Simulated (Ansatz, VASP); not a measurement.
Two plane-wave programs on NiGe3

```xyz
4
Lattice="2.8356 0.0000 0.0000 0.0000 2.8356 0.0000 0.0000 0.0000 8.5423" Properties=species:S:1:pos:R:3 pbc="T T T"
Ni    0.0000    0.0000    4.2712
Ge    1.4178    1.4178    2.7130
Ge    1.4178    1.4178    5.8294
Ge    1.4178    1.4178    0.0000
```

Alike in both runs: functional PBE; k mesh 12 × 12 × 4; occupations gaussian, width 0.1 eV; no spin polarisation.

Ansatz relaxed the structure, and its values are those at the end. VASP's run is a single point on that final structure, the one shown.

|  | VASP | Ansatz |
| --- | --- | --- |
| version | VASP 6.6.1 | Ansatz 0.2.0 |
| potentials or method | VASP PAW PBE potentials, release 64 (Ni, Ge_d) | scalar-relativistic, plane waves, PAW |
| plane-wave cutoff (eV) | 520 | 420 |
| valence electrons in the cell | 52 | 60 |

VASP gave:

| Property | Result |
| --- | --- |
| gap on the k mesh at the Fermi level (eV) | none |
| pressure (GPa) | 0.0 |
| rms of the force components (eV/Å) | 0.005 |

Task: Which values does Ansatz return?

Result: gap on the k mesh at the Fermi level (eV): none; pressure (GPa): 0.0; rms of the force components (eV/Å): 0.000.

A gap of «none» marks a metal or a gap that the smearing closes. The two sets of potentials don't hold the same shells in valence.

Spin polarisation is off, so any magnetic state and its effect on volume and gap are missing.
